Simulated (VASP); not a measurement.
The system is Os.

```
CELL_PARAMETERS angstrom
0.00000 1.91115 1.91115
1.91115 0.00000 1.91115
1.91115 1.91115 0.00000
ATOMIC_POSITIONS crystal
Os 0.00000 0.00000 0.00000
```

This isn't the form of Os at room conditions, which is hcp.

Base run:

```yaml
Program: VASP 6.6.1
Functional: PBEsol
Potentials_or_basis: VASP PAW PBE potentials, release 64 (Os)
Cutoff: 700 eV
k_mesh: 18 × 18 × 18
Occupations: gaussian, width 0.1 eV
Spin: no spin polarisation
```

Its results: band gap on the k mesh none (metal or under the smearing width); pressure 0.0 GPa.

Problem. After a change of settings the same cell gave: band gap on the k mesh none (metal or under the smearing width); pressure 0.8 GPa. Which change was it?
A. cutoff from 700 eV to 520 eV; k mesh from 18 × 18 × 18 to 28 × 28 × 28
B. cutoff from 700 eV to 520 eV; occupations from gaussian, width 0.1 eV to gaussian, width 0.5 eV
C. functional from PBEsol to r2SCAN; cutoff from 700 eV to 520 eV

Solution. B.

Caveats: the PAW data sets were made with another functional, which shifts forces and pressure a little.
